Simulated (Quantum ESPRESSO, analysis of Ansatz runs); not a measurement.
**A hop of O in HfO2 (P2_1/c), charge 0 (Quantum ESPRESSO)**

Aim: the barrier of one jump in HfO2 (P2_1/c) at charge 0: V_O hop (2.6 Å). The model is a cell of 48 host atoms with 1 O taken out; O is the atom that moves.

Method: Quantum ESPRESSO plane-wave DFT, PBEsol, GBRV 1.5 PBEsol potentials; nudged elastic band between two relaxed defect structures, in Quantum ESPRESSO 7.5.

Report form: the programs' logs are mostly left out.

## Step 1: The structure

The cell holds 47 atoms: 16 Hf and 31 O. Cell: a = 9.411 Å, b = 8.427 Å, c = 9.411 Å, α = 110.9°, β = 113.5°, γ = 108.4°. It derives from HfO2 (space group P2_1/c). Nearest the centre at fractional (0.490, 0.339, 0.598): O17 at 1.29 Å, Hf10 at 1.73 Å, Hf15 at 1.74 Å, O37 at 2.55 Å, O36 at 2.67 Å, O25 at 2.84 Å, O32 at 2.93 Å, O24 at 2.95 Å.

The cell's shortest repeat is 8.4 Å.

## Step 2: Relaxation of the start point, charge 0

The ends come first: from an unrelaxed start the top is counted from too high an energy, and the barrier comes out too low. Small random displacements break the symmetry of the ideal sites, so that the defect can distort if it gains by it.

pw.in

```
&CONTROL
  calculation = 'relax'
  prefix = 'pwscf'
  outdir = './tmp'
  pseudo_dir = './pseudo'
  tprnfor = .true.
  disk_io = 'low'
  nstep = 70
  forc_conv_thr = 0.0012
  etot_conv_thr = 0.0001
/
&SYSTEM
  ibrav = 0
  nat = 47
  ntyp = 2
  ecutwfc = 36
  ecutrho = 288
  nbnd = 193
  occupations = 'fixed'
  nosym = .true.
/
&ELECTRONS
  conv_thr = 5d-08
  electron_maxstep = 100
  mixing_beta = 0.5
/
&IONS
  ion_dynamics = 'bfgs'
/
ATOMIC_SPECIES
Hf   178.4900 hf_pbesol_v1.uspp.F.UPF
O     15.9990 o_pbesol_v1.2.uspp.F.UPF
CELL_PARAMETERS angstrom
  -5.9416700219    5.1632183080    5.1583953540
   4.2040263251   -5.1632183080    5.1655566081
   5.9416700219    5.1632183080   -5.1583953540
ATOMIC_POSITIONS crystal
Hf     0.0826846387    0.4926019833    0.8675515790
Hf     0.0797020459    0.9883372062    0.3643934936
Hf     0.5844084282    0.4915541547    0.3702292635
Hf     0.5826846387    0.9926019833    0.8675515790
Hf     0.3719733557    0.2576241936    0.8375144900
Hf     0.3749495956    0.7573980167    0.3400826553
Hf     0.8749495956    0.2573980167    0.3400826553
Hf     0.8727530569    0.7575715318    0.8368622624
[... 35 atom lines left out ...]
O     -0.0021429576    0.4553133674    0.6159723605
O     -0.0025639609    0.9576501063    0.1142311242
O      0.4978570424    0.4553133674    0.1159723605
O      0.4981002126    0.9575238890    0.6141052068
K_POINTS gamma
```

Started as:

```sh
$ OMP_NUM_THREADS=1 mpirun -n 4 pw.x -in pw.in > pw.out
```

Elapsed: 6.7 min, on 4 MPI ranks of Arm Neoverse V1, shared host; peak memory 1.4 GiB.

Step by step:

```tsv
step	energy less that of the first step (eV)
0	0.0000
1	-0.1603
2	-0.2394
3	-0.2552
4	-0.2681
5	-0.2757
6	-0.2827
7	-0.2911
8	-0.3005
9	-0.3087
10	-0.3176
11	-0.3246
12	-0.3301
13	-0.3345
14	-0.3384
15	-0.3416
16	-0.3441
17	-0.3456
18	-0.3466
19	-0.3472
```

The atoms that moved most (Å):

```tsv
atom	dx	dy	dz	length
O42	0.110	0.139	-0.101	0.204
O33	-0.055	-0.116	0.121	0.176
O44	-0.084	0.115	0.093	0.171
O36	0.085	-0.102	-0.089	0.160
O39	0.065	-0.105	-0.081	0.147
O32	-0.095	-0.093	0.061	0.146
O35	-0.061	-0.088	0.075	0.131
O34	-0.044	-0.086	0.088	0.131
```

Neighbours of O17 at the end:

```tsv
atom	distance (Å)
Hf2	2.148
Hf5	2.162
Hf15	2.189
Hf10	2.192
O37	2.524
O25	2.564
O30	2.659
O27	2.717
```

This step gave:

```
highest filled level                                                                              : 13.12 eV
lowest empty level                                                                                : 15.02 eV
r.m.s. move of the farther half of the atoms                                                      : 0.07488 Å
largest move from the ideal geometry of this structure, a common shift of the far atoms taken out : 0.1793 Å
```

The relaxation gained 0.347 eV and ended with a largest force component of 0.024 eV/Å.

## Step 3: Relaxation of the end point, charge 0

The end point is relaxed in the same cell and settings, so that the two energies compare. Atoms more than 3.2 Å from the middle of the hop start where the first relaxation left them, the nearer ones on or close to their ideal places, with small random displacements.

pw.in

```
&CONTROL
  calculation = 'relax'
  prefix = 'pwscf'
  outdir = './tmp'
  pseudo_dir = './pseudo'
  tprnfor = .true.
  disk_io = 'low'
  nstep = 70
  forc_conv_thr = 0.0012
  etot_conv_thr = 0.0001
/
&SYSTEM
  ibrav = 0
  nat = 47
  ntyp = 2
  ecutwfc = 36
  ecutrho = 288
  nbnd = 193
  occupations = 'fixed'
  nosym = .true.
/
&ELECTRONS
  conv_thr = 5d-08
  electron_maxstep = 100
  mixing_beta = 0.5
/
&IONS
  ion_dynamics = 'bfgs'
/
ATOMIC_SPECIES
Hf   178.4900 hf_pbesol_v1.uspp.F.UPF
O     15.9990 o_pbesol_v1.2.uspp.F.UPF
CELL_PARAMETERS angstrom
  -5.9416700219    5.1632183080    5.1583953540
   4.2040263251   -5.1632183080    5.1655566081
   5.9416700219    5.1632183080   -5.1583953540
ATOMIC_POSITIONS crystal
Hf     0.0819428957    0.4914093933    0.8654663914
Hf     0.0826744068    0.9930282999    0.3666847266
[... 2 atom lines left out ...]
Hf     0.3735886377    0.2567062060    0.8392390681
[... 4 atom lines left out ...]
Hf     0.4164431828    0.5062387210    0.6323443143
[... 4 atom lines left out ...]
Hf     0.6246812933    0.2417980898    0.6586159452
[... 1 atom line left out ...]
O      0.6177895435    0.4635831540    0.6017544989
[... 4 atom lines left out ...]
O      0.3799065256    0.5361054641    0.3986380409
[... 1 atom line left out ...]
O      0.8793613588    0.5348809144    0.8977565900
O      0.1385663056    0.2849441185    0.4052580297
[... 1 atom line left out ...]
O      0.6378175249    0.2844622568    0.9051100689
[... 4 atom lines left out ...]
O      0.3391534282    0.2064619686    0.2077602901
[... 3 atom lines left out ...]
O      0.5009286618    0.0443371326    0.3830449660
O      0.5011891068    0.5440247241    0.8826787355
[... 5 atom lines left out ...]
O      0.6598477855    0.7952341002    0.7924392573
[... 3 atom lines left out ...]
O      0.5079080404    0.9578095526    0.6186148315
K_POINTS gamma
```

Elapsed: 4.6 min, on 4 MPI ranks; peak memory 1.4 GiB.

Step by step:

```tsv
step	energy less that of the first step (eV)
0	0.0000
1	-0.0889
2	-0.1484
3	-0.1900
4	-0.2060
5	-0.2216
6	-0.2358
7	-0.2408
8	-0.2456
9	-0.2476
10	-0.2491
11	-0.2500
12	-0.2506
13	-0.2510
```

The atoms that moved most (Å):

```tsv
atom	dx	dy	dz	length
O36	0.077	-0.094	-0.080	0.146
O32	-0.078	-0.095	0.073	0.143
O43	0.053	0.092	-0.061	0.122
O37	0.030	-0.057	-0.064	0.091
O20	-0.011	-0.019	0.055	0.060
O33	0.027	0.040	-0.028	0.056
O39	-0.024	0.043	0.025	0.055
O25	-0.026	0.046	-0.009	0.053
```

Neighbours of O17 at the end:

```tsv
atom	distance (Å)
Hf15	2.111
Hf10	2.126
Hf3	2.246
Hf8	2.256
O43	2.540
O24	2.572
O20	2.665
O22	2.712
```

This step gave:

- highest filled level: 13.12 eV
- lowest empty level: 15.02 eV
- r.m.s. move of the farther half of the atoms: 0.06055 Å
- largest move from the ideal geometry of this structure, a common shift of the far atoms taken out: 0.1550 Å

The relaxation gained 0.251 eV and ended with a largest force component of 0.026 eV/Å. The end lies 0.001 eV above the start.

## Step 4: Nudged elastic band, charge 0

3 movable images are laid between the ends by interpolation. Each image feels the true force across the path and a spring force along it. The highest image is set to climb to the top of the path.

This step: Quantum ESPRESSO plane-wave DFT, PBEsol, GBRV 1.5 PBEsol potentials; nudged elastic band between two relaxed defect structures.

neb.in

```
BEGIN
BEGIN_PATH_INPUT
&PATH
  restart_mode = 'from_scratch'
  string_method = 'neb'
  nstep_path = 45
  ds = 1.5
  opt_scheme = 'broyden'
  num_of_images = 5
  k_max = 0.3
  k_min = 0.2
  CI_scheme = 'auto'
  path_thr = 0.06
/
END_PATH_INPUT
BEGIN_ENGINE_INPUT
&CONTROL
  prefix = 'pwscf'
  outdir = './tmp'
  pseudo_dir = './pseudo'
  disk_io = 'low'
/
&SYSTEM
  ibrav = 0
  nat = 47
  ntyp = 2
  ecutwfc = 36
  ecutrho = 288
  nbnd = 193
  occupations = 'fixed'
  nosym = .true.
/
&ELECTRONS
  conv_thr = 5d-08
  electron_maxstep = 100
  mixing_beta = 0.5
/
ATOMIC_SPECIES
Hf   178.4900 hf_pbesol_v1.uspp.F.UPF
O     15.9990 o_pbesol_v1.2.uspp.F.UPF
CELL_PARAMETERS angstrom
  -5.9416700219    5.1632183080    5.1583953540
   4.2040263251   -5.1632183080    5.1655566081
   5.9416700219    5.1632183080   -5.1583953540
BEGIN_POSITIONS
FIRST_IMAGE
ATOMIC_POSITIONS crystal
Hf     0.0829432283    0.4913647877    0.8655254668
Hf     0.0828065469    0.9929762559    0.3672769097
Hf     0.5822176693    0.4916208202    0.3671134502
Hf     0.5820990084    0.9917633091    0.8656589357
Hf     0.3760441965    0.2581379903    0.8398552219
Hf     0.3747990084    0.7579116212    0.3398705033
Hf     0.8748557889    0.2568602834    0.3396077267
Hf     0.8738476452    0.7567480954    0.8406923251
Hf     0.4179395196    0.0070642306    0.1329545962
Hf     0.4176114806    0.5057886010    0.6323367881
Hf     0.9172665370    0.0070837235    0.6335189138
Hf     0.9173166989    0.5071653935    0.1330813678
Hf     0.1255523452    0.2420730947    0.1597957294
Hf     0.1267032941    0.7423455269    0.6607156766
Hf     0.6254788627    0.2433681735    0.6597276622
Hf     0.6259931208    0.7426152563    0.1604734370
O      0.3647588471    0.2160221478    0.5942302249
O      0.3627100247    0.7145236599    0.0950627119
O      0.8621540136    0.2143355130    0.0950537076
O      0.8576012097    0.7082703056    0.5959536998
O      0.3818001705    0.0365134521    0.8983378127
O      0.3823943146    0.5351621432    0.3988929965
O      0.8805350315    0.0350434082    0.3970549260
O      0.8745591811    0.5309265005    0.8882483526
O      0.1376077352    0.2843398004    0.4040124167
O      0.1388449503    0.7839747011    0.9044879305
O      0.6389164159    0.2851816710    0.9051392940
O      0.6385066963    0.7856732760    0.4052059163
O      0.1196241768    0.4654648118    0.1032332250
O      0.1181779006    0.9626058036    0.6019439222
O      0.6197662161    0.9646495222    0.1018317456
O      0.3376628999    0.2071562691    0.1929308333
O      0.3380704333    0.7092154335    0.6911554941
O      0.8379542180    0.2069214149    0.6929759926
O      0.8380408551    0.7077554494    0.1941203080
O      0.4860425116    0.0426749677    0.3797637469
O      0.4892680139    0.5424363111    0.8808859017
O      0.9868986510    0.0432244567    0.8800611380
O      0.9841338805    0.5418606585    0.3788829453
O      0.1632026255    0.2919238489    0.8052783295
O      0.1612286084    0.7916392093    0.3031354158
O      0.6633721060    0.2921301346    0.3113055208
O      0.6606039981    0.7889494487    0.7995264715
O      0.0180568919    0.4575643719    0.6203669300
O      0.0116818901    0.9575449647    0.1198346065
O      0.5129319342    0.4571254434    0.1200668360
O      0.5097979165    0.9589499812    0.6188204149
INTERMEDIATE_IMAGE
ATOMIC_POSITIONS crystal
Hf     0.0826687244    0.4915124206    0.8658347499
Hf     0.0826931845    0.9929323240    0.3673090604
[... 45 atom lines left out ...]
INTERMEDIATE_IMAGE
ATOMIC_POSITIONS crystal
Hf     0.0824538287    0.4916696403    0.8661499947
Hf     0.0828007605    0.9930650378    0.3674922284
[... 45 atom lines left out ...]
INTERMEDIATE_IMAGE
ATOMIC_POSITIONS crystal
Hf     0.0822409175    0.4918220590    0.8664618633
Hf     0.0828866492    0.9931818934    0.3676487868
[... 45 atom lines left out ...]
LAST_IMAGE
ATOMIC_POSITIONS crystal
Hf     0.0820120623    0.4919817193    0.8667903906
Hf     0.0829462131    0.9932805560    0.3677917941
[... 2 atom lines left out ...]
Hf     0.3731959493    0.2555602948    0.8382043721
[... 4 atom lines left out ...]
Hf     0.4159305614    0.5066655989    0.6331174710
[... 4 atom lines left out ...]
Hf     0.6249196326    0.2416066642    0.6600404549
[... 1 atom line left out ...]
O      0.6125003109    0.4579862719    0.6009428564
[... 4 atom lines left out ...]
O      0.3790999433    0.5336836593    0.3954468077
[... 1 atom line left out ...]
O      0.8798686387    0.5350418322    0.8970673052
O      0.1422266397    0.2809449449    0.4067154373
[... 1 atom line left out ...]
O      0.6359975066    0.2849549252    0.9032547575
[... 4 atom lines left out ...]
O      0.3371180628    0.2065618194    0.1918453045
[... 3 atom lines left out ...]
O      0.4841173302    0.0423744776    0.3799506949
O      0.4895344303    0.5392831238    0.8787412222
[... 5 atom lines left out ...]
O      0.6628981895    0.7931305316    0.8052756191
[... 3 atom lines left out ...]
O      0.5124892809    0.9569437534    0.6194941414
END_POSITIONS
K_POINTS gamma
END_ENGINE_INPUT
END
```

Started as:

```sh
$ OMP_NUM_THREADS=1 mpirun -n 4 neb.x -ni 2 -inp neb.in > neb.out
```

The job ended after 30 min (4 MPI ranks; peak memory 2.4 GiB; 2 h of CPU time).

The path, image by image:

```tsv
image	path (Å)	energy (eV)	O17: x, y, z (Å)
0	0.000	0.0000	2.272, 3.836, -0.068
1	0.755	1.2660	1.937, 3.621, 0.478
2	1.373	2.6672	1.801, 3.573, 1.026
3	2.092	1.2177	1.748, 3.637, 1.706
4	2.973	0.0013	1.857, 3.901, 2.425
```

This step gave:

* barrier forward: 2.667 eV
* barrier backward: 2.666 eV
* end less start: 0.001270 eV
* hop length: 2.528 Å

The band met its tolerance of 0.06 eV/Å after 16 iterations, with image 2 on top (the start counts as 0). O17, which moves farthest between the ends, has 4 Hf at 2.15 to 2.19 Å nearest at the start and 2 Hf at 1.96 Å at the top.

## Step 5: What came out

```
barrier forward                         : 2.67 eV
barrier backward                        : 2.67 eV
end less start                          : 0.00 eV
hop length                              : 2.53 Å
band iterations, as the log counts them : 16
```

The top of the band lies 2.67 eV above the start and 2.67 eV above the end. With an assumed prefactor of 1e13 per second it gives one hop a second along this one path at about 1030 K; whether such hops link up through the crystal wasn't checked. At the top O17 stands 1.96 Å from its nearest Hf, 0.19 Å closer than at the start. The order of the top as a saddle was not checked for all atoms, so a bent path could be lower. Keep in mind: sampling at the zone centre alone can move energies of charged and open-shell states by tenths of an eV or more in cells of this size; periodic copies of the defect are only 8.4 Å apart; spin–orbit coupling, which can matter with heavy atoms, is left out. The cutoff of 36 Ry is under the 40 Ry advised for these potentials.

[Logs are printed without paths, hosts, clocks, repeated set-up lines and the standing remarks that a program may print on its own settings, such as how far it seeks lower states.]

[Hosts, paths, dates, database ids (printed as entryN), source tags and the programs' standing remarks are cut or masked in the printed files.]
